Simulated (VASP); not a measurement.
VASP 6.6.1, PBE single-point calculation, PbSe (strained rocksalt)

INCAR

```
NBANDS = 17
LCHARG = .FALSE.
NELM = 120
IBRION = -1
GGA = PE
SIGMA = 0.02
ISIF = 2
LREAL = .FALSE.
ISMEAR = -1
EDIFF = 1E-7
ENCUT = 520
PREC = Accurate
LWAVE = .FALSE.
NSW = 0
LASPH = .TRUE.
```

KPOINTS

```
KPOINTS created by Atomic Simulation Environment
0
Gamma
8 8 8
0 0 0
```

KPOINTS_OPT

```
special points
7
Reciprocal
0.0000000000 0.0000000000 0.0000000000 1
0.5000000000 0.0000000000 0.5000000000 1
0.6250000000 0.2500000000 0.6250000000 1
0.3750000000 0.3750000000 0.7500000000 1
0.5000000000 0.5000000000 0.5000000000 1
0.5000000000 0.2500000000 0.7500000000 1
0.0000000000 0.0000000000 0.5000000000 1
```

POSCAR

```
Pb Se
 1.0000000000000000
     0.1247068600000000    3.1207480130000000    3.1207480130000000
     3.1207480130000000    0.1247068600000000    3.1207480130000000
     3.1207480130000000    3.1207480130000000    0.1247068600000000
 Pb  Se
   1   1
Cartesian
  0.0000000000000000  0.0000000000000000  0.0000000000000000
  3.1831014430000000  3.1831014430000000  3.1831014430000000
```

VASP ran with the recommended PBE PAW datasets (20 valence electrons in the cell).

Command

```
mpirun -np 1 vasp_std
```

OSZICAR

```
N       E                     dE             d eps       ncg     rms          rms(c)
DAV:   1     0.157417424023E+03    0.15742E+03   -0.95863E+03  2226   0.120E+03
DAV:   2     0.316407759742E+01   -0.15425E+03   -0.14893E+03  2371   0.310E+02
DAV:   3    -0.818027511743E+01   -0.11344E+02   -0.11243E+02  2847   0.891E+01
DAV:   4    -0.844255625762E+01   -0.26228E+00   -0.26203E+00  2772   0.151E+01
DAV:   5    -0.845143629022E+01   -0.88800E-02   -0.88794E-02  3165   0.271E+00    0.278E+00
DAV:   6    -0.816221606727E+01    0.28922E+00   -0.71474E-01  3358   0.580E+00    0.158E+00
DAV:   7    -0.815728686909E+01    0.49292E-02   -0.12042E-01  2731   0.167E+00    0.861E-01
DAV:   8    -0.816050318307E+01   -0.32163E-02   -0.12532E-02  2650   0.122E+00    0.149E-01
DAV:   9    -0.816012843078E+01    0.37475E-03   -0.24963E-03  3444   0.491E-01    0.500E-02
DAV:  10    -0.816019151855E+01   -0.63088E-04   -0.20919E-04  2509   0.836E-02    0.194E-02
DAV:  11    -0.816019809775E+01   -0.65792E-05   -0.62553E-05  2922   0.788E-02    0.872E-03
DAV:  12    -0.816019811448E+01   -0.16725E-07   -0.35385E-06  2828   0.131E-02    0.255E-03
DAV:  13    -0.816019811725E+01   -0.27662E-08   -0.16754E-07  2484   0.393E-03
   1 F= -.81601981E+01 E0= -.81601232E+01  d E =-.149808E-03
       N       E                     dE             ncg
DAV:   1     0.236779370419E+04   -0.33268E+04      238
DAV:   2     0.128170348708E+04   -0.10861E+04      246
DAV:   3     0.120457677907E+04   -0.77127E+02      303
DAV:   4     0.120254746565E+04   -0.20293E+01      324
DAV:   5     0.120248557591E+04   -0.61890E-01      353
DAV:   6     0.120248424913E+04   -0.13268E-02      339
DAV:   7     0.120248423659E+04   -0.12539E-04      348
DAV:   8     0.120248423647E+04   -0.11935E-06      303
DAV:   9     0.120248423647E+04   -0.38451E-08      260
```

From OUTCAR

```
k-points           NKPTS =     65   k-points in BZ     NKDIM =     65   number of bands    NBANDS=     17

   NELECT =      20.0000    total number of electrons

   dimension x,y,z NGX =    36 NGY =   36 NGZ =   36
   dimension x,y,z NGXF=    72 NGYF=   72 NGZF=   72

  energy-cutoff  :      520.00
  volume of cell :       57.14
      direct lattice vectors                 reciprocal lattice vectors
     0.124706860  3.120748013  3.120748013    -0.170156023  0.163617764  0.163617764
     3.120748013  0.124706860  3.120748013     0.163617764 -0.170156023  0.163617764
     3.120748013  3.120748013  0.124706860     0.163617764  0.163617764 -0.170156023

 k-points in reciprocal lattice and weights: KPOINTS created by Atomic Simulation Env
   0.00000000  0.00000000  0.00000000       0.002
   0.12500000  0.00000000 -0.00000000       0.012
   0.25000000  0.00000000 -0.00000000       0.012
   0.37500000  0.00000000  0.00000000       0.012
   0.50000000  0.00000000 -0.00000000       0.006
   0.12500000  0.12500000  0.00000000       0.012
   0.25000000  0.12500000  0.00000000       0.023
   0.37500000  0.12500000 -0.00000000       0.023
   ...

 E-fermi :   5.2231

 k-point     1 :       0.0000    0.0000    0.0000
  band No.  band energies     occupation
      1     -11.7515      2.00000
      2     -11.7515      2.00000
      3     -11.7377      2.00000
      4     -11.7281      2.00000
      5     -11.7281      2.00000
      6      -8.5050      2.00000
      7      -1.2210      2.00000
      8       2.8874      2.00000
      9       3.3954      2.00000
     10       3.3954      2.00000
     11       9.8125      0.00000
     12       9.8125      0.00000
     13       9.9023      0.00000
     14      11.1537      0.00000
     15      11.8948      0.00000
     16      11.8948      0.00000
     17      13.3307      0.00000

 k-point     2 :       0.1250    0.0000   -0.0000
  band No.  band energies     occupation
      1     -11.7532      2.00000
      2     -11.7458      2.00000
      3     -11.7348      2.00000
      4     -11.7311      2.00000
      5     -11.7284      2.00000
      6      -8.3829      2.00000
      7      -1.5919      2.00000
      8       2.9804      2.00000
      9       3.4197      2.00000
     10       3.5907      2.00000
     11       8.7101      0.00000
     12       9.1372      0.00000
     13       9.1707      0.00000
     14      11.4806      0.00000
     15      11.5924      0.00000
     16      12.2669      0.00000
     17      14.4881      0.00000

 k-point     3 :       0.2500    0.0000   -0.0000
  band No.  band energies     occupation
      1     -11.7598      2.00000
      2     -11.7414      2.00000
      3     -11.7363      2.00000
      4     -11.7290      2.00000
      5     -11.7187      2.00000
      6      -8.0478      2.00000
      7      -2.4291      2.00000
      8       3.1584      2.00000
      9       3.4978      2.00000
     10       4.0478      2.00000
     11       7.1567      0.00000
     12       7.9700      0.00000
     13       8.0191      0.00000
     14      11.6144      0.00000
     15      12.4782      0.00000
     16      13.2052      0.00000
     17      16.4334      0.00000

 k-point     4 :       0.3750    0.0000    0.0000
  band No.  band energies     occupation
      1     -11.7683      2.00000
      2     -11.7488      2.00000
      3     -11.7383      2.00000
      4     -11.7151      2.00000
      5     -11.7066      2.00000
      6      -7.6248      2.00000
      7      -3.2698      2.00000
      8       3.3677      2.00000
      9       3.6128      2.00000
     10       4.5481      2.00000
     11       5.9543      0.00000
     12       7.0173      0.00000
     13       7.1556      0.00000
     14      12.5109      0.00000
     15      13.8222      0.00000
     16      14.6015      0.00000
     17      16.5341      0.00000

 k-point     5 :       0.5000    0.0000   -0.0000
  band No.  band energies     occupation
      1     -11.7722      2.00000
      2     -11.7521      2.00000
      3     -11.7390      2.00000
      4     -11.7090      2.00000
      5     -11.7015      2.00000
      6      -7.4055      2.00000
      7      -3.6456      2.00000
      8       3.4820      2.00000
      9       3.6764      2.00000
     10       5.0201      1.99992
     11       5.2370      0.66614
     12       6.6385      0.00000
     13       6.8271      0.00000
     14      13.6537      0.00000
     15      14.3661      0.00000
     16      15.8345      0.00000
     17      15.9529      0.00000

 k-point     6 :       0.1250    0.1250    0.0000
  band No.  band energies     occupation
      1     -11.7561      2.00000
      2     -11.7454      2.00000
      3     -11.7372      2.00000
      4     -11.7303      2.00000
      5     -11.7253      2.00000
      6      -8.3441      2.00000
      7      -1.6673      2.00000
      8       2.8075      2.00000
      9       3.1787      2.00000
     10       4.0192      2.00000
     11       7.7754      0.00000
     12       9.6705      0.00000
     13       9.6912      0.00000
     14      10.7217      0.00000
     15      12.3723      0.00000
     16      12.8724      0.00000
     17      13.9680      0.00000

 k-point     7 :       0.2500    0.1250    0.0000
  band No.  band energies     occupation
      1     -11.7630      2.00000
      2     -11.7433      2.00000
      3     -11.7407      2.00000
      4     -11.7266      2.00000
      5     -11.7181      2.00000
      6      -8.0784      2.00000
      7      -2.2246      2.00000
      8       2.6897      2.00000
      9       3.0847      2.00000
     10       4.2978      2.00000
     11       6.8677      0.00000
     12       8.8104      0.00000
     13       9.2151      0.00000
     14      10.7872      0.00000
     15      13.0372      0.00000
     16      13.5294      0.00000
     17      15.1535      0.00000

 k-point     8 :       0.3750    0.1250   -0.0000
  band No.  band energies     occupation
      1     -11.7709      2.00000
      2     -11.7498      2.00000
      3     -11.7379      2.00000
      4     -11.7220      2.00000
      5     -11.7063      2.00000
      6      -7.6751      2.00000
      7      -2.9707      2.00000
      8       2.7635      2.00000
      9       3.0522      2.00000
     10       4.0457      2.00000
     11       6.6321      0.00000
     12       7.9473      0.00000
     13       8.2747      0.00000
     14      11.5761      0.00000
     15      13.8206      0.00000
     16      14.7754      0.00000
     17      16.3416      0.00000

 k-point     9 :       0.5000    0.1250    0.0000
  band No.  band energies     occupation
      1     -11.7738      2.00000
      2     -11.7565      2.00000
      3     -11.7361      2.00000
      4     -11.7154      2.00000
      5     -11.7013      2.00000
      6      -7.3607      2.00000
      7      -3.4860      2.00000
      8       2.7588      2.00000
      9       3.0960      2.00000
     10       4.0301      2.00000
     11       6.2399      0.00000
     12       7.3804      0.00000
     13       7.9869      0.00000
     14      12.9464      0.00000
     15      14.4580      0.00000
     16      15.0961      0.00000
     17      16.0129      0.00000

 k-point    10 :      -0.3750    0.1250   -0.0000
  band No.  band energies     occupation
      1     -11.7691      2.00000
      2     -11.7570      2.00000
      3     -11.7367      2.00000
      4     -11.7145      2.00000
      5     -11.7052      2.00000
      6      -7.4295      2.00000
      7      -3.3826      2.00000
      8       2.4930      2.00000
      9       3.4578      2.00000
     10       4.4270      2.00000
     11       5.8192      0.00000
     12       6.9158      0.00000
     13       8.4688      0.00000
     14      12.6722      0.00000
     15      13.8759      0.00000
     16      15.4602      0.00000
     17      16.2804      0.00000

 k-point    11 :      -0.2500    0.1250    0.0000
  band No.  band energies     occupation
      1     -11.7614      2.00000
      2     -11.7487      2.00000
      3     -11.7377      2.00000
      4     -11.7241      2.00000
      5     -11.7134      2.00000
      6      -7.8072      2.00000
      7      -2.7530      2.00000
      8       2.4682      2.00000
      9       3.6155      2.00000
     10       4.5537      2.00000
     11       6.1182      0.00000
     12       7.0914      0.00000
     13       9.0469      0.00000
     14      11.8747      0.00000
     15      12.5636      0.00000
     16      14.8737      0.00000
     17      15.6896      0.00000

 ...

  Total        0.8899927      0.8899927      0.8899927     -0.2513634     -0.2513634     -0.2513634
  in kB       24.9528985     24.9528985     24.9528985     -7.0475260     -7.0475260     -7.0475260
  external PRESSURE =      24.9528985 kB  Pullay stress =       0.0000000 kB

 POSITION                                       TOTAL-FORCE (eV/Angst)
 -----------------------------------------------------------------------------------
      0.00000      0.00000      0.00000         0.000000      0.000000      0.000000
      3.18310      3.18310      3.18310        -0.000000      0.000000     -0.000000
 -----------------------------------------------------------------------------------
    total drift:                               -0.000000      0.000000      0.000000

  FREE ENERGIE OF THE ION-ELECTRON SYSTEM (eV)
  ---------------------------------------------------
  free  energy   TOTEN  =        -8.1601981172 eV

  energy  without entropy=       -8.1600483093  energy(sigma->0) =       -8.16012321
```

```yaml
gap_between_bands_v_and_c: "-0.13 eV (bands overlap: a metal)"
least_direct_gap: 0.22 eV
pressure: 2.5 GPa
```

Band v is the last that the valence electrons fill when counted band by band, and c is the next.

The run took about 74 s on one core of a shared host (Intel Xeon Platinum 8488C) and held 0.25 GiB at most.
